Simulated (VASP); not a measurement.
# Ca in VASP: further runs

The runs below take Ca through single point, with PBEsol.

Program: VASP 6.6.1. These are calculated values, not measurements. Logs are shortened: lines on timing, memory, paths and dates and some standing lists are left out, and cuts for length are marked.

## Step 1: Starting point

The cell holds a slab with vacuum, 5 atoms: a = 3.858 Å, b = 3.858 Å, c = 32.600 Å, α = 90.00°, β = 90.00°, γ = 120.00°.

The slab is cut from a database's or a generator's crystal, which needn't be the stable form of the element.

## Step 2: Single point, PBEsol

Contents of INCAR:

```
PREC = Accurate ; ENCUT = 520
EDIFF = 1E-7 ; ISMEAR = -1
SIGMA = 0.1 ; LREAL = False
LASPH = True ; NELM = 100
ALGO = Fast ; ISIF = 2
LWAVE = False ; LCHARG = False
LDIPOL = True ; IDIPOL = 3
DIPOL = 0.5 0.5 0.500 ; GGA = PS
NBANDS = 33
```

Contents of KPOINTS:

```
regular mesh
0
Gamma
  11 11 1
```

Contents of POSCAR:

```
Ca
1.0
    3.8579598800      0.0000000000      0.0000000000
   -1.9289799400      3.3410912629      0.0000000000
    0.0000000000      0.0000000000     32.6000000000
Ca
5
Direct
    0.8333333330      0.1666666670      0.3067477885
    0.1666666670      0.8333333330      0.4033738939
    0.5000000000      0.5000000000      0.5000000000
    0.8333333330      0.1666666670      0.5966261061
    0.1666666670      0.8333333330      0.6932522115
```

Potentials or basis: VASP PAW PBE potentials, release 64 (Ca_sv).

Started as:

```
$ cat potpaw_PBE.64/Ca_sv/POTCAR > POTCAR
$ mpirun -np 1 vasp_std > vasp.out
```

OUTCAR:

```text
PREC = Accurate
   ENCUT = 520
   EDIFF = 1E-7
   ISMEAR = -1
   LREAL = False
   LASPH = True
   NELM = 100
   ISIF = 2
   GGA = PS

 ion  position               nearest neighbor table
   1  0.833  0.167  0.307-
   2  0.167  0.833  0.403-
   3  0.500  0.500  0.500-
   4  0.833  0.167  0.597-
   5  0.167  0.833  0.693-

  LATTYP: Found a hexagonal cell.
 ALAT       =     3.8579598800
 C/A-ratio  =     8.4500619535

  Lattice vectors:

 A1 = (   3.8579598800,   0.0000000000,   0.0000000000)
 A2 = (  -1.9289799400,   3.3410912629,   0.0000000000)
 A3 = (   0.0000000000,   0.0000000000,  32.6000000000)

Analysis of symmetry for initial positions (statically):
=====================================================================
 Subroutine PRICEL returns:
 Original cell was already a primitive cell.

 Routine SETGRP: Setting up the symmetry group for a
 hexagonal supercell.

 Subroutine GETGRP returns: Found 12 space group operations
 (whereof  4 operations were pure point group operations)
 out of a pool of 24 trial point group operations.

The static configuration has the point symmetry C_2h.
 The point group associated with its full space group is D_3d.

Analysis of symmetry for dynamics (positions and initial velocities):
=====================================================================
 Subroutine PRICEL returns:
 Original cell was already a primitive cell.

 Routine SETGRP: Setting up the symmetry group for a
 hexagonal supercell.

 Subroutine GETGRP returns: Found 12 space group operations
 (whereof  4 operations were pure point group operations)
 out of a pool of 24 trial point group operations.

The dynamic configuration has the point symmetry C_2h.
 The point group associated with its full space group is D_3d.

 Subroutine INISYM returns: Found 12 space group operations
 (whereof  4 operations are pure point group operations),
 and found     1 'primitive' translations

----------------------------------------------------------------------------------------

                                     Primitive cell

  volume of cell :     420.2074

  direct lattice vectors                    reciprocal lattice vectors
     3.857959880  0.000000000  0.000000000     0.259204354  0.149651704  0.000000000
    -1.928979940  3.341091263  0.000000000     0.000000000  0.299303408  0.000000000
[... 88 lines left out ...]
   ISIF   =      2    stress and relaxation
   ISYM   =      2    0-nonsym 1-usesym 2-fastsym
   POTIM  = 0.5000    time-step for ionic-motion
   TEBEG  =    0.0;   TEEND  =   0.0 temperature during run
   PSTRESS=    0.0 pullay stress
   NELECT =      50.0000    total number of electrons
   NUPDOWN=      -1.0000    fix difference up-down
   EMIN   =  10.00;   EMAX   =-10.00  energy-range for DOS
   EFERMI =   0.00;   METHOD = LEGACY
   ISMEAR =    -1;   SIGMA  =   0.10  broadening in eV -4-tet -1-fermi 0-gaus
   EFERMI_NEDOS =   21; number of points for ismear=-14 and -15
   IALGO  =     68    algorithm
   IMIX   =      4    mixing-type and parameters
     AMIX     =   0.40;   BMIX     =  1.00
     AMIX_MAG =   1.60;   BMIX_MAG =  1.00
  volume/ion in A,a.u.               =      84.04       567.14
  Fermi-wavevector in a.u.,A,eV,Ry     =   0.805212  1.521630  8.821562  0.648367
  Thomas-Fermi vector in A             =   1.913414
   LORBIT       =      0    0 simple, 1 ext, 2 COOP (PROOUT), +10 PAW based schemes
   GGA     = PS    functional components
   LHFCALC =     F    Hartree Fock is set to
   AEXX    =    0.0000 exact exchange contribution
   IVDW    =     0    specifies the selected vdW correction
   LEPSILON=     F    determine dielectric tensor
   LRPA    =     F    only Hartree local field effects (RPA)
 non-spin polarized calculation
 RMM-DIIS sequential band-by-band and
  energy-cutoff  :      520.00
  volume of cell :      420.21
 maximum number of plane-waves:     11379
 NGX is ok and might be reduce to    30
   NGX = 15   NGY = 15   NGZ =121

 number of electron      49.9999998 magnetization

 dipolmoment           0.000000      0.000000      0.000000 electrons x Angstroem

 Free energy of the ion-electron system (eV)
  ---------------------------------------------------
  ext. energy  EPLUGINS =         0.00000000
  ---------------------------------------------------
  free energy    TOTEN  =        -9.94525784 eV

  energy without entropy =       -9.72614348  energy(sigma->0) =       -9.83570066

 E-fermi :  -0.4866     XC(G=0):  -4.3560

 val. band max:       -0.4937632514   @ k =   0.3636   0.0909   0.0000
 cond. band min:      -0.4862704626   @ k =   0.2727   0.2727   0.0000
 fundamental gap:      0.0074927888
 Fermi energy:        -0.4866499450

 k-point     1 :       0.0000    0.0000    0.0000
  band No.  band energies     occupation
      1     -42.6422      2.00000
      2     -42.6422      2.00000
      3     -42.2448      2.00000
      4     -42.2260      2.00000
      5     -42.2241      2.00000
      6     -23.7632      2.00000
[... 565 lines left out ...]
     32       0.5253      0.00008
     33       0.5782      0.00005

------------------------ aborting loop because EDIFF is reached ----------------------------------------

 vacuum level on the upper side and lower side of the slab       (xc-potential included)        -0.104        -0.104

  FORCE on cell =-STRESS in cart. coord.  units (eV):
  Direction    XX          YY          ZZ          XY          YZ          ZX
  --------------------------------------------------------------------------------------
  -------------------------------------------------------------------------------------
  Total        0.0059901      0.0059901     -0.4443831      0.0000000      0.0000000     -0.0000000
  in kB        0.0228393      0.0228393     -1.6943553      0.0000000      0.0000000     -0.0000000
  external PRESSURE =      -0.5495589 kB  Pullay stress =       0.0000000 kB

 VOLUME and BASIS-vectors are now :
 -----------------------------------------------------------------------------
  energy-cutoff  :      520.00
  volume of cell :      420.21
      direct lattice vectors                 reciprocal lattice vectors
     3.857959880  0.000000000  0.000000000     0.259204354  0.149651704  0.000000000
    -1.928979940  3.341091263  0.000000000     0.000000000  0.299303408  0.000000000
     0.000000000  0.000000000 32.600000000     0.000000000  0.000000000  0.030674847

 POSITION                                       TOTAL-FORCE (eV/Angst)
 -----------------------------------------------------------------------------------
      2.89347      0.55685      9.99998         0.000000     -0.000000      0.068461
     -0.96449      2.78424     13.14999        -0.000000     -0.000000     -0.073393
      0.96449      1.67055     16.30000        -0.000000     -0.000000      0.000000
      2.89347      0.55685     19.45001         0.000000      0.000000      0.073393
     -0.96449      2.78424     22.60002         0.000000      0.000000     -0.068461
 -----------------------------------------------------------------------------------
    total drift:                                0.000009     -0.000005      0.000000

  FREE ENERGIE OF THE ION-ELECTRON SYSTEM (eV)
  ---------------------------------------------------
  free  energy   TOTEN  =        -9.9452578428 eV

  energy  without entropy=       -9.7261434761  energy(sigma->0) =       -9.83570066

 vacuum level on the upper side and lower side of the slab         2.470         2.470
```

OSZICAR:

```text
N       E                     dE             d eps       ncg     rms          rms(c)
DAV:   1     0.396625965480E+03    0.39663E+03   -0.24620E+04  1416   0.123E+03
DAV:   2     0.178280496378E+02   -0.37880E+03   -0.37278E+03  1201   0.365E+02
DAV:   3    -0.679371001675E+01   -0.24622E+02   -0.24265E+02  1814   0.597E+01
DAV:   4    -0.105563501448E+02   -0.37626E+01   -0.37338E+01  1920   0.226E+01
[... 27 lines left out ...]
RMM:  32    -0.994525711517E+01   -0.18222E-06   -0.15243E-06   799   0.150E-03    0.342E-03
RMM:  33    -0.994525727620E+01   -0.16103E-06   -0.12370E-06   780   0.136E-03    0.321E-03
RMM:  34    -0.994525751619E+01   -0.24000E-06   -0.10265E-06   886   0.146E-03    0.248E-03
RMM:  35    -0.994525774618E+01   -0.22999E-06   -0.84252E-07   877   0.149E-03    0.160E-03
RMM:  36    -0.994525784275E+01   -0.96569E-07   -0.66342E-07   668   0.110E-03
   1 F= -.99452578E+01 E0= -.98357007E+01  d E =-.219114E+00
```

It took 9.5 min on 1 thread of Intel Xeon 6975P-C (Granite Rapids), shared host; peak memory 0.58 GiB.

What came out:

| Property | Result |
| --- | --- |
| Free energy | -9.9453 eV |
| Largest force | 0.073 eV/Å |
| Band gap on the k mesh | none (metal or under the smearing width) |

Forces on the atoms (eV/Å):
```
Ca   0.000  0.000  0.068
Ca   0.000  0.000 -0.073
Ca   0.000  0.000  0.000
Ca   0.000  0.000  0.073
Ca   0.000  0.000 -0.068
```

Caveat: the PAW data sets were made with another functional, which shifts forces and pressure a little.

(Part 1 of 2 ends here.)
